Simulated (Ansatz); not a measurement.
Runs of Ansatz 0.2.0 on P. It takes space group R-3m (No. 166, trigonal). The conventional cell has a = 3.451 Å, b = 3.451 Å, c = 9.389 Å, α = 90.00°, β = 90.00°, γ = 120.00°. Around P (site symmetry 3m) lie 3 P at 2.29 Å. This isn't the form of P at room conditions, which is orthorhombic.

| task | level | potentials or basis | spin | cell | k mesh | cutoff (eV) | smearing | atoms under strain | temperature | other keys | mesh quality | gap on the mesh (eV) | pressure (GPa) | largest force (eV/Å) |
| --- | --- | --- | --- | --- | --- | --- | --- | --- | --- | --- | --- | --- | --- | --- |
| relaxation of the atoms | revPBE+D3(BJ) | Ansatz NC | off | atoms relaxed from: atoms moved at random, drawn with an rms of 0.15 Å | 9 × 9 × 9 | 599 | fermi-dirac 0.025 eV | - | - | - | not flagged | none | -7.3 | 0.01 |
| electric field gradients | wPBEh | Ansatz PAW | off | as given | 6 × 6 × 6 | 420 | fermi-dirac 0.01 eV | - | - | - | coarse | none | -0.2 | 0.36 |
| elastic constants | LDA | Ansatz PAW polarizable | off | volume scaled by 1.04 | 8 × 8 × 8 | 420 | methfessel-paxton 0.1 eV | relaxed | - | - | not flagged | none | (b) | - |
| elastic constants | r2SCAN | SG15 NC | collinear, random start | as given | 8 × 8 × 8 | 816 | methfessel-paxton 0.1 eV | clamped | - | - | not flagged | none | 2.3 | (a) |
| projected density of states | r2SCAN | SG15 NC | off | atoms moved at random, drawn with an rms of 0.15 Å | 9 × 9 × 9 | 400 | cold 0.15 eV | - | - | basis.ecutwfc = 29.4 Ry; scf.occupations.method = cold; … | not flagged | none | 0.5 | 0.45 |

Task: Fill in the values left out.

Result: (a) 0.05; (b) -5.5.

Caveats: some runs use coarse meshes; the potentials were made for another functional, which shifts forces and pressure (some runs); the thresholds are loose for stress (some runs); the PAW data sets come from PBE, with cores solved anew for the run's functional, which leaves a small shift of forces and pressure (some runs); pairwise dispersion overbinds metals, which lowers pressure and volume (some runs); the cell is more than 3 GPa from zero pressure, which shifts response properties (some runs); elastic constants of metals need much finer meshes, so these are rough (some runs); the elastic tensor has a negative eigenvalue, so either the cell is unstable as it stands or the mesh is too thin (some runs).

A gap of «none» marks a metal or a gap under the smearing width.

Runs at the PBE level aren't shown here.
